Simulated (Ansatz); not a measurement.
# ZrSiO4 (I4_1/amd): the equilibrium volume, part 2 of 2

At what volume is ZrSiO4 (I4_1/amd) free of pressure?

Ansatz 0.2.0; DFT PBEsol, scalar-relativistic, plane waves, PAW.

### Step 3. Full relaxation

input.yaml reads:

```yaml
crystal:
  lattice:
    - [-3.3099207021, 3.3099207021, 2.9976661022]
    - [3.3099207021, -3.3099207021, 2.9976661022]
    - [3.3099207021, 3.3099207021, -2.9976661022]
  atoms:
    - { symbol: Zr, position: [0.0, 0.0, 0.0] }
    - { symbol: Zr, position: [0.75, 0.25, 0.5] }
    - { symbol: Si, position: [0.5, 0.5, 0.0] }
    - { symbol: Si, position: [0.25, 0.75, 0.5] }
    - { symbol: O, position: [0.13667733, 0.32070008, 0.81597725] }
    - { symbol: O, position: [0.07070008, 0.75472283, 0.68402275] }
    - { symbol: O, position: [0.07070008, 0.38667733, 0.31597725] }
    - { symbol: O, position: [0.50472283, 0.32070008, 0.18402275] }
    - { symbol: O, position: [0.67929992, 0.49527717, 0.81597725] }
    - { symbol: O, position: [0.61332267, 0.92929992, 0.68402275] }
    - { symbol: O, position: [0.24527717, 0.92929992, 0.31597725] }
    - { symbol: O, position: [0.67929992, 0.86332267, 0.18402275] }
basis:
  ecutwfc: 420
kpoints:
  mp_grid: { grid: [6, 6, 6] }
hamiltonian:
  xc: pbesol
scf:
  occupations: { method: gaussian, width: 0.02 }
output:
  forces: true
  stress: true
  eigenvalues: true
  write_density: true
  write_potential: true
  elf: true
  volumetric_format: npy
relax:
  adjacent_minimum: "off"
  f_tol: 0.005
  max_steps: 80
  cell: { stress_tol: 0.05 }
```

Command:

```
$ ansatz run input.yaml --threads 8 --pin off --max-ram 16384MiB --backend cpu --events-out ev --progress --plain --runs-dir out
```

What it wrote:

```text
Warning: RAYON_NUM_THREADS=8 ignored (pool sized by the plan → 8); use --threads N
Engine: ansatz 0.2.0, aarch64-unknown-linux-gnu
Pseudopotentials: kind: paw
Pseudopotential: Zr, paw, valence charge 12, recommended cutoff 420 eV (normal), Zr.paw.azcp
Pseudopotential: Si, paw, valence charge 4, recommended cutoff 420 eV (normal), Si.paw.azcp
Pseudopotential: O, paw, valence charge 6, recommended cutoff 420 eV (normal), O.paw.azcp
Functional definition: PBEsol
  exchange = pbesol_x
  correlation = pbesol_c
Crystal: 12 atoms, lattice volume = 131.365 Å³
Basis set: ecut = 420 eV, 2547 PW (Γ), exchange–correlation on 80×80×80 points (8 copies of the dense FFT grid, shifted against one another)
Bands: 52, of which v1, the nominal top of the filled ones, is band 40 counted from 1 (39 counted from 0)
Symmetry: 16 space group operations
Space group: I41/amd (ITA 141), of the structure as read, at distance tolerance 5.1e-5 Å
k-points: 30 of 216
Non-local potential: Zr, projectors of the file, l = 0: 3, l = 1: 2, l = 2: 2, l = 3: 2
Non-local potential: Si, projectors of the file, l = 0: 2, l = 1: 2, l = 2: 2
Non-local potential: O, projectors of the file, l = 0: 2, l = 1: 2, l = 2: 1
PAW form: soft (Blöchl's): semilocal exchange-correlation on the pseudo side does not see the compensation charge
PAW frozen core: Zr, regenerated for the run's functional, and the local potential with it (the file was generated under x = pbe(κ = 0.804, μ = 0.2195149727645171), c = pbe(β = 0.06672455060314922))
PAW frozen core: Si, regenerated for the run's functional, and the local potential with it (the file was generated under x = pbe(κ = 0.804, μ = 0.2195149727645171), c = pbe(β = 0.06672455060314922))
PAW frozen core: O, regenerated for the run's functional, and the local potential with it (the file was generated under x = pbe(κ = 0.804, μ = 0.2195149727645171), c = pbe(β = 0.06672455060314922))
PAW one-centre angular grid: Zr, 590 points (default); XC on 64 Gauss nodes
PAW one-centre angular grid: Si, 110 points (default); XC on 64 Gauss nodes
PAW one-centre angular grid: O, 110 points (default); XC on 64 Gauss nodes
Initial density: superposition of atomic densities (neutral atoms: chi_scale 0, normalization atom), corrected by the library's trained network
Initial wavefunctions: pseudopotential atomic-orbital guess
Functional: x = pbesol(κ = 0.804, μ = 0.12345679012345678), c = pbesol(β = 0.046)
SCF iter   1: F=—  HF=-14005.280271 eV  |F-HF|=—  |Δ(HF+E_count)|=         —  Δρ=1.65e-2  dr2=2.91e-1  ethr=1.77e-3  ⟨swp⟩=6.7  Hψ=6571  notcnv=0  defer=8
preconditioner: auto → Resta (q_TF=auto, 2.512 Å⁻¹)  ε∞=4.1  [insulator: Δε(μ)=4.413 eV  Ē_g=16.104 eV  σ=0.020 eV  W_gap=1.00  n_scr=42 (ndim 8)  ℏωp=28.2 eV  f_vac=0.006  D(μ)=0.00/eV (n_scr^D=0)  ε∞_Penn≈4.1]
SCF iter   2: F=—  HF=-14005.204148 eV  |F-HF|=—  |Δ(HF+E_count)|=   7.61e-2  Δρ=3.05e-3  dr2=6.16e-3  ethr=3.63e-4  ⟨swp⟩=2.0  Hψ=2730  notcnv=0  defer=152
SCF iter   3: F=—  HF=-14005.203860 eV  |F-HF|=—  |Δ(HF+E_count)|=   2.88e-4  Δρ=1.42e-3  dr2=1.37e-3  ethr=7.70e-6  ⟨swp⟩=2.0  Hψ=2352  notcnv=0  defer=152
SCF iter   4: F=—  HF=-14005.204195 eV  |F-HF|=—  |Δ(HF+E_count)|=   3.36e-4  Δρ=1.84e-4  dr2=4.31e-5  ethr=1.71e-6  ⟨swp⟩=2.4  Hψ=2675  notcnv=0  defer=152
SCF iter   5: F=—  HF=-14005.204243 eV  |F-HF|=—  |Δ(HF+E_count)|=   4.79e-5  Δρ=3.72e-5  dr2=2.87e-6  ethr=5.38e-8  ⟨swp⟩=2.0  Hψ=2123  notcnv=0  defer=152
SCF iter   6: F=—  HF=-14005.204243 eV  |F-HF|=—  |Δ(HF+E_count)|=   1.03e-7  Δρ=1.26e-5  dr2=2.50e-7  ethr=3.59e-9  ⟨swp⟩=2.2  Hψ=2299  notcnv=0  defer=152
SCF iter   7: F=-14005.204243 eV  HF=-14005.204243 eV  |F-HF|=3.47e-9  |Δ(HF+E_count)|=   2.07e-7  Δρ=1.96e-6  dr2=5.12e-9  ethr=1.25e-10  ⟨swp⟩=14.1  Hψ=10489  notcnv=0
SCF 1 converged in 7 iterations: F = -14005.204243 eV  dr2 = 5.12e-9
relax step   1: F+E_penalty+E_count = -14005.20424326 eV  Δ(F+E_penalty+E_count) = +0.000e0 eV  max|allowed force component| = 2.889e-1 eV/Å  Δτ_max = 0.0000 Å  P = -0.522 GPa  Ω = 131.365 Å³  (7 SCF iters, dr2 threshold 1.00e-7 eV, accepted)
Crystal: 12 atoms, lattice volume = 130.159 Å³
Basis set: ecut = 420 eV, 2529 PW (Γ), exchange–correlation on 80×80×80 points (8 copies of the dense FFT grid, shifted against one another)
Initial density: handed on by an earlier stage of this run
Initial wavefunctions: those handed on with the density
iter 1 solved again at ethr=9.50e-6 eV; its pass at ethr=3.10e-3 eV (dr2=7.60e-3 eV) is discarded
SCF iter   1: F=—  HF=-14005.224019 eV  |F-HF|=—  |Δ(HF+E_count)|=         —  Δρ=1.73e-3  dr2=7.30e-3  ethr=9.50e-6  ⟨swp⟩=2.6  Hψ=6450  notcnv=0
preconditioner: auto → Resta (q_TF=auto, 2.516 Å⁻¹)  ε∞=4.0  [insulator: Δε(μ)=4.697 eV  Ē_g=16.299 eV  σ=0.020 eV  W_gap=1.00  n_scr=42 (ndim 8)  ℏωp=28.4 eV  f_vac=0.001  D(μ)=0.00/eV (n_scr^D=0)  ε∞_Penn≈4.0]
SCF iter   2: F=—  HF=-14005.222070 eV  |F-HF|=—  |Δ(HF+E_count)|=   1.95e-3  Δρ=7.54e-4  dr2=1.23e-3  ethr=9.12e-6  ⟨swp⟩=2.1  Hψ=2549  notcnv=0
SCF iter   3: F=—  HF=-14005.221724 eV  |F-HF|=—  |Δ(HF+E_count)|=   3.46e-4  Δρ=1.76e-4  dr2=4.63e-5  ethr=1.54e-6  ⟨swp⟩=2.0  Hψ=2230  notcnv=0
SCF iter   4: F=—  HF=-14005.221745 eV  |F-HF|=—  |Δ(HF+E_count)|=   2.15e-5  Δρ=1.49e-4  dr2=2.16e-5  ethr=5.78e-8  ⟨swp⟩=2.0  Hψ=2493  notcnv=0
SCF iter   5: F=-14005.221742 eV  HF=-14005.221741 eV  |F-HF|=4.06e-7  |Δ(HF+E_count)|=   4.18e-6  Δρ=2.39e-5  dr2=5.61e-7  ethr=1.50e-9  ⟨swp⟩=9.9  Hψ=12573  notcnv=0
SCF 2 converged in 5 iterations: F = -14005.221742 eV  dr2 = 5.61e-7
relax step   2: F+E_penalty+E_count = -14005.22174159 eV  Δ(F+E_penalty+E_count) = -1.750e-2 eV  max|allowed force component| = 4.037e-2 eV/Å  Δτ_max = 0.0090 Å  P = +1.248 GPa  Ω = 130.159 Å³  energy of the carried Pulay correction = +5.478e-3 eV  (5 SCF iters, dr2 threshold 1.20e-6 eV, accepted)
Crystal: 12 atoms, lattice volume = 130.664 Å³
Basis set: ecut = 420 eV, 2537 PW (Γ), exchange–correlation on 80×80×80 points (8 copies of the dense FFT grid, shifted against one another)
iter 1 solved again at ethr=8.58e-7 eV; its pass at ethr=3.10e-3 eV (dr2=6.87e-4 eV) is discarded
SCF iter   1: F=—  HF=-14005.222422 eV  |F-HF|=—  |Δ(HF+E_count)|=         —  Δρ=6.79e-4  dr2=5.63e-4  ethr=8.58e-7  ⟨swp⟩=2.7  Hψ=6165  notcnv=0
preconditioner: auto → Resta (q_TF=auto, 2.514 Å⁻¹)  ε∞=4.0  [insulator: Δε(μ)=4.711 eV  Ē_g=16.277 eV  σ=0.020 eV  W_gap=1.00  n_scr=42 (ndim 8)  ℏωp=28.3 eV  f_vac=0.003  D(μ)=0.00/eV (n_scr^D=0)  ε∞_Penn≈4.0]
SCF iter   2: F=—  HF=-14005.222281 eV  |F-HF|=—  |Δ(HF+E_count)|=   1.41e-4  Δρ=2.39e-4  dr2=9.53e-5  ethr=7.04e-7  ⟨swp⟩=2.0  Hψ=2280  notcnv=0
SCF iter   3: F=—  HF=-14005.222256 eV  |F-HF|=—  |Δ(HF+E_count)|=   2.51e-5  Δρ=1.09e-4  dr2=2.00e-5  ethr=1.19e-7  ⟨swp⟩=2.0  Hψ=2614  notcnv=0
SCF iter   4: F=—  HF=-14005.222252 eV  |F-HF|=—  |Δ(HF+E_count)|=   4.02e-6  Δρ=3.17e-5  dr2=1.53e-6  ethr=2.50e-8  ⟨swp⟩=2.2  Hψ=2330  notcnv=0
SCF iter   5: F=-14005.222252 eV  HF=-14005.222252 eV  |F-HF|=4.92e-8  |Δ(HF+E_count)|=   3.94e-7  Δρ=6.57e-6  dr2=4.26e-8  ethr=1.50e-9  ⟨swp⟩=10.4  Hψ=10828  notcnv=0
SCF 3 converged in 5 iterations: F = -14005.222252 eV  dr2 = 4.26e-8
relax step   3: F+E_penalty+E_count = -14005.22225227 eV  Δ(F+E_penalty+E_count) = -5.107e-4 eV  max|allowed force component| = 4.683e-2 eV/Å  Δτ_max = 0.0010 Å  P = +0.317 GPa  Ω = 130.664 Å³  energy of the carried Pulay correction = +3.178e-3 eV  (5 SCF iters, dr2 threshold 1.20e-6 eV, accepted)
[... 9 lines left out ...]
relax step   4: F+E_penalty+E_count = -14005.22193615 eV  Δ(F+E_penalty+E_count) = +3.161e-4 eV  max|allowed force component| = 3.969e-2 eV/Å  Δτ_max = 0.0053 Å  P = +0.025 GPa  Ω = 130.807 Å³  energy of the carried Pulay correction = +2.529e-3 eV  (5 SCF iters, dr2 threshold 7.38e-7 eV, accepted)
[... 10 lines left out ...]
relax step   5: F+E_penalty+E_count = -14005.22212078 eV  Δ(F+E_penalty+E_count) = -1.846e-4 eV  max|allowed force component| = 4.933e-3 eV/Å  Δτ_max = 0.0026 Å  P = -0.008 GPa  Ω = 130.835 Å³  energy of the carried Pulay correction = +2.401e-3 eV  (5 SCF iters, dr2 threshold 9.85e-8 eV, accepted)
[... 10 lines left out ...]
relax step   6: F+E_penalty+E_count = -14005.21981942 eV  Δ(F+E_penalty+E_count) = +2.301e-3 eV  max|allowed force component| = 5.108e-3 eV/Å  Δτ_max = 0.0000 Å  P = -0.041 GPa  Ω = 130.835 Å³  stress off target by 7.15e-2 GPa  SCF on the basis re-selected at this cell (its energy is not comparable with the rows above)  (5 SCF iters)
[... 9 lines left out ...]
relax step   7: F+E_penalty+E_count = -14005.21991281 eV  Δ(F+E_penalty+E_count) = -9.339e-5 eV  max|allowed force component| = 1.973e-3 eV/Å  Δτ_max = 0.0004 Å  P = -0.005 GPa  Ω = 130.816 Å³  energy of the carried Pulay correction = +8.148e-5 eV  (4 SCF iters, dr2 threshold 1.28e-8 eV, accepted)
iter 1 solved again at ethr=5.23e-7 eV; its pass at ethr=3.10e-3 eV (dr2=4.18e-4 eV) is discarded
SCF iter   1: F=—  HF=-14005.219812 eV  |F-HF|=—  |Δ(HF+E_count)|=         —  Δρ=3.83e-6  dr2=1.09e-8  ethr=5.23e-7  ⟨swp⟩=3.3  Hψ=10677  notcnv=0
eigensolver tolerance schedule: the retry pair's looser diagonalisation over-reported the residual by 38358.26 of it (diagonalisation noise at an unbounded share of the residual, at the tolerance the schedule requests for it); recorded, not acted on — ethr = c·dr2/N_el stays at c = 1.0e-1
SCF iter   2: F=—  HF=-14005.219834 eV  |F-HF|=—  |Δ(HF+E_count)|=   2.23e-5  Δρ=1.25e-6  dr2=1.93e-9  ethr=1.36e-11  ⟨swp⟩=3.9  Hψ=4043  notcnv=0
SCF iter   3: F=—  HF=-14005.219834 eV  |F-HF|=—  |Δ(HF+E_count)|=  4.55e-11  Δρ=7.84e-7  dr2=6.41e-10  ethr=2.41e-12  ⟨swp⟩=1.0  Hψ=1560  notcnv=0
SCF iter   4: F=—  HF=-14005.219834 eV  |F-HF|=—  |Δ(HF+E_count)|=  2.00e-10  Δρ=3.83e-7  dr2=1.73e-10  ethr=1.00e-12  ⟨swp⟩=2.0  Hψ=2520  notcnv=0
SCF iter   5: F=-14005.219834 eV  HF=-14005.219834 eV  |F-HF|=1.46e-11  |Δ(HF+E_count)|=  4.00e-11  Δρ=1.61e-7  dr2=3.23e-11  ethr=1.00e-12  ⟨swp⟩=6.4  Hψ=6940  notcnv=0
SCF 8 converged in 5 iterations: F = -14005.219834 eV  dr2 = 3.23e-11
relax step   8: F+E_penalty+E_count = -14005.21983412 eV  Δ(F+E_penalty+E_count) = +7.869e-5 eV  max|allowed force component| = 1.982e-3 eV/Å  Δτ_max = 0.0000 Å  P = -0.006 GPa  Ω = 130.816 Å³  stress off target by 1.83e-2 GPa  SCF on the basis re-selected at this cell (its energy is not comparable with the rows above)  (5 SCF iters)
basis re-selected at this cell: Δ(F+E_penalty+E_count) = +7.869e-5 eV, ΔP = -0.001 GPa vs the last step (what re-selecting the basis moved, of the pressure what is left beyond the Pulay correction that the steps carried, after the strain that the cell walked since its last selection, with what the two solves' SCF thresholds leave and, on support functions, any second-order correction that the steps lacked; it is no measure of the basis error at this ecutwfc). This SCF's stress stands 1.83e-2 GPa from its target on what of the cell is left free (relax.cell.stress_tol is 5.00e-2 GPa) and its largest allowed force component is 1.98e-3 eV/Å (relax.f_tol is 5.00e-3 eV/Å): within both
SCF converged after 5 iterations
Free energy (F): -14005.219834 eV
Harris-Foulkes:  -14005.219834 eV  (|F-HF|=1.46e-11)
Internal energy: -14005.219834 eV  (E = F + TS)
E sigma→0 (E₀):  -14005.219834 eV
Fermi energy:    10.303429 eV
--- Per-component energies (eV) ---
  E_band       = -272.730242
  E_kinetic    = 2173.483265
  E_local      = -4302.607614  (includes V_loc(G=0)·N_el)
  E_nonlocal   = 589.339920
  E_hartree    = 1477.217519
  E_xc         = -1021.214180
  E_vxc        = -1232.943687  (∫ρ·V_xc dr)
  E_paw        = -8017.986724  (= ΣΔE_a)
  E_vpaw       = -454.456988  (= ΣTr[D̂ρ^β])
  E_aug_tail   = 0.019953  (compensation charges beyond the density's cutoff)
  E_ewald      = -4904.148839
  E_core_change = 0.676865  (= ΣΔE_core)
  E_smearing   = -0.000000  (= −TS)
  E_closure    = 0.000000  (closes the sum)
  Σ components = -14005.219834   (vs F -14005.219834, Δ=0.00e0)
--- Forces (eV/Å), atoms counted from 1 ---
  atom   1  Zr    -0.00000000     0.00000000     0.00000000
  atom   2  Zr     0.00000000     0.00000000    -0.00000000
  atom   3  Si     0.00000000    -0.00000000     0.00000000
  atom   4  Si    -0.00000000    -0.00000000    -0.00000000
  atom   5  O     -0.00000000     0.00198214     0.00055788
  atom   6  O     -0.00198214    -0.00000000     0.00055788
  atom   7  O      0.00198214     0.00000000     0.00055788
  atom   8  O     -0.00000000    -0.00198214     0.00055788
  atom   9  O      0.00198214     0.00000000    -0.00055788
  atom  10  O      0.00000000    -0.00198214    -0.00055788
  atom  11  O      0.00000000     0.00198214    -0.00055788
  atom  12  O     -0.00198214     0.00000000    -0.00055788
  max |Σ_I F_I| component: 6.51e-18 eV/Å
--- Stress (GPa, compression-positive) ---
        0.000341       0.000000       0.000000
        0.000000       0.000341      -0.000000
        0.000000      -0.000000      -0.018257
  P = ⅓ Tr σ = -0.0059 GPa (-0.059 kbar)
--- Band table (eV; the first three rows and the last of 30) ---
  k-point 0: bands = ["-39.4504", "-39.4209", "-17.7957", "-17.7957", "-17.6655", "-17.6191", "-17.4962", "-17.4962", "-10.9689", "-10.0611", "-9.1866", "-8.9656", "-8.6153", "-8.6153", "-8.4274", "-8.4274", "0.5050", "2.1343", "2.1721", "2.6551", "2.6551", "3.3719", "3.8431", "3.8641", "4.8335", "4.9107", "4.9107", "4.9760", "5.5297", "5.5297", "6.3621", "6.3621", "7.0965", "7.0965", "7.1737", "7.3236", "7.3922", "7.4078", "7.4078", "7.9479", "12.8972", "13.3077", "13.3585", "13.3585", "14.0943", "14.3824", "14.4101", "14.6712", "14.6712", "15.1248", "16.3483", "17.3399"]
  k-point 1: bands = ["-39.4484", "-39.4229", "-17.8059", "-17.7786", "-17.6562", "-17.6319", "-17.5199", "-17.4820", "-10.8658", "-10.0606", "-9.1376", "-8.9482", "-8.6743", "-8.6459", "-8.5322", "-8.4802", "0.7154", "2.2710", "2.3459", "2.6274", "2.6518", "3.6180", "3.9902", "4.0601", "4.2713", "4.4911", "5.0358", "5.3249", "5.4087", "5.4319", "6.3252", "6.4396", "7.0383", "7.0511", "7.0858", "7.1428", "7.1874", "7.2796", "7.3971", "7.8288", "12.8227", "13.1187", "13.3437", "13.3547", "14.3303", "14.4392", "14.5078", "14.6020", "14.8154", "15.5429", "16.5819", "17.4019"]
  k-point 2: bands = ["-39.4430", "-39.4283", "-17.8073", "-17.7300", "-17.7227", "-17.5815", "-17.5668", "-17.4782", "-10.5967", "-10.1014", "-9.0025", "-8.8970", "-8.8009", "-8.7512", "-8.7235", "-8.6229", "1.2682", "2.3672", "2.7597", "2.7843", "2.8146", "3.7023", "3.8592", "3.9564", "4.3598", "4.4233", "4.8271", "5.0191", "5.4230", "5.7857", "5.9443", "6.5268", "6.6551", "6.6860", "6.8857", "7.0420", "7.0541", "7.1592", "7.3200", "7.5495", "12.7278", "12.8286", "13.4284", "13.4532", "14.0962", "14.1108", "14.8959", "15.0491", "15.5318", "16.1144", "16.8004", "17.2841"]
  k-point 29: bands = ["-39.4356", "-39.4356", "-17.8182", "-17.8182", "-17.6454", "-17.6454", "-17.4782", "-17.4782", "-10.4822", "-10.4822", "-9.1284", "-9.1284", "-8.5323", "-8.5323", "-8.5208", "-8.5208", "1.0953", "1.0953", "2.9801", "2.9801", "3.1291", "3.1291", "4.3031", "4.3031", "4.9158", "4.9158", "5.0724", "5.0724", "6.0971", "6.0971", "6.1160", "6.1160", "6.3998", "6.3998", "6.6053", "6.6053", "6.8391", "6.8391", "7.1820", "7.1820", "13.4476", "13.4476", "13.8034", "13.8034", "13.8161", "13.8161", "14.6515", "14.6515", "15.5171", "15.5171", "17.2341", "17.2341"]
--- Relaxed structure (6 steps of the walk, 6 accepted, 2 SCFs on fresh bases) ---
  F+E_penalty+E_count = -14005.21983412 eV   max|allowed force component| = 1.982e-3 eV/Å   (the final SCF, on the basis selected at the relaxed cell)
  cell:  # Å, volume = 130.8164 Å³
    - [-3.308085367080049, 3.308085367080049, 2.988469360858009]
    - [3.308085367080049, -3.308085367080049, 2.988469360858009]
    - [3.308085367080049, 3.308085367080049, -2.988469360858009]
  atoms:
    - { symbol: Zr, position: [-9.41170370923056e-21, 6.539843410998704e-22, -1.1771736872420251e-20] }
    - { symbol: Zr, position: [0.7500000000000002, 0.25, 0.5000000000000001] }
    - { symbol: Si, position: [0.5000000000000001, 0.5000000000000001, -1.1771736872420288e-20] }
    - { symbol: Si, position: [0.25, 0.7500000000000002, 0.5000000000000001] }
    - { symbol: O, position: [0.13460785989624394, 0.3189786757881734, 0.8156291841080707] }
    - { symbol: O, position: [0.06897867578817342, 0.7533494916801027, 0.6843708158919294] }
    - { symbol: O, position: [0.06897867578817332, 0.3846078598962439, 0.3156291841080706] }
    - { symbol: O, position: [0.5033494916801027, 0.3189786757881734, 0.18437081589192933] }
    - { symbol: O, position: [0.6810213242118267, 0.4966505083198973, 0.8156291841080707] }
    - { symbol: O, position: [0.615392140103756, 0.9310213242118266, 0.6843708158919294] }
    - { symbol: O, position: [0.24665050831989735, 0.9310213242118267, 0.3156291841080706] }
    - { symbol: O, position: [0.6810213242118267, 0.865392140103756, 0.18437081589192933] }
```

Wall time 26 s (8 threads of Arm Neoverse N1, shared host); peak memory 0.74 GiB.

How the relaxation went:

```csv
step,energy from step 1 (meV/atom),largest force component (eV/Å),pressure (GPa),volume (Å³/atom)
1,0.0,0.289,-0.52,10.947
2,-1.5,0.040,1.25,10.847
3,-1.5,0.047,0.32,10.889
4,-1.5,0.040,0.02,10.901
5,-1.5,0.005,-0.01,10.903
6,-1.3,0.005,-0.04,10.903
7,-1.3,0.002,-0.01,10.901
8,-1.3,0.002,-0.01,10.901
```

Step 1 is the start. Step 6 repeats a cell on a basis chosen anew, so the energy can jump there without a move. Step 8 repeats the geometry before it on a plane-wave basis chosen anew for the final cell, which leaves the energy as it was. The run keeps the 16 symmetry operations that it found, so it can't reach a distortion that breaks them.

This gives: volume 10.901 Å³/atom, pressure -0.01 GPa, gap on the mesh 4.71 eV.

### Step 4. The cell, before and after

The cell before and after:

| cell as typed | before | after | change |
| --- | --- | --- | --- |
| a (Å) | 5.559 | 5.551 | -0.1 % |
| b (Å) | 5.559 | 5.551 | -0.1 % |
| c (Å) | 5.559 | 5.551 | -0.1 % |
| α (°) | 106.91 | 106.85 | -0.06° |
| β (°) | 106.91 | 106.85 | -0.06° |
| γ (°) | 114.73 | 114.86 | +0.13° |
| volume (Å³/atom) | 10.947 | 10.901 | -0.4 % |
| shortest distance (Å) | 1.625 | 1.631 | +0.4 % |
| space group | I4_1/amd | I4_1/amd | same |

### Step 5. What came out

The summary covers parts 1 to 2. Changes of volume or cell count from the first structure of part 1.

| quantity | value |
| --- | --- |
| volume | 10.901 Å³/atom |
| pressure | -0.01 GPa |
| conventional cell | a = 6.616 Å, b = 6.616 Å, c = 5.977 Å, α = 90.00°, β = 90.00°, γ = 90.00° |
| gap on the mesh | 4.71 eV |

What this shows: Over the 2 runs shown the cell moved from 10.95 to 10.90 Å³/atom, a change of -0.4 %, where the pressure is zero within 0.01 GPa.

The gaps are Kohn-Sham values of a semilocal functional, not quasiparticle or optical gaps. Such gaps usually fall short of the measured ones.
